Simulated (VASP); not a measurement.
Cu3N:

```
Cu N
1.0
     3.80700    0.00000    0.00000
     0.00000    3.80700    0.00000
     0.00000    0.00000    3.80700
Cu N
3 1
Cartesian
  1.9035 0.0000 0.0000
  0.0000 1.9035 0.0000
  0.0000 0.0000 1.9035
  0.0000 0.0000 0.0000
```

| Item | Value |
| --- | --- |
| Program | VASP 6.6.1 |
| Task | relaxation of cell and atoms |
| Functional | AM05 |
| Potentials or basis | VASP PAW PBE potentials, release 64 (Cu, N) |
| Cutoff | 600 eV |
| k mesh | 10 × 10 × 10 |
| Occupations | methfessel-paxton, width 0.1 eV |
| Spin | no spin polarisation |

At the start: pressure -3.3 GPa; volume 13.79 Å³/atom.

**Question.** How do energy, volume and symmetry change on relaxing?

**Answer.** Over 5 steps the energy falls by 4.1 meV/atom and the volume is 13.43 Å³/atom (-2.7 %); space group Pm-3m (No. 221, to 0.05 Å).

Step by step:
| step | energy change (eV) | largest force (eV/Å) | pressure (GPa) | volume (Å³) |
| --- | --- | --- | --- | --- |
| 1 | 0.0000 | 0.0000 | -3.31 | 55.18 |
| 2 | -0.0124 | 0.0000 | 1.75 | 52.93 |
| 3 | -0.0164 | 0.0000 | 0.13 | 53.65 |
| 4 | -0.0164 | 0.0000 | -0.12 | 53.70 |
| 5 | -0.0164 | 0.0000 | -0.11 | 53.70 |

Final structure:
```
Cu N
1.0
     3.77280    0.00000    0.00000
     0.00000    3.77280    0.00000
     0.00000    0.00000    3.77280
Cu N
3 1
Direct
  0.50000 0.00000 0.00000
  0.00000 0.50000 0.00000
  0.00000 0.00000 0.50000
  0.00000 0.00000 0.00000
```

Caveat: the PAW data sets were made with another functional, which shifts forces and pressure a little.
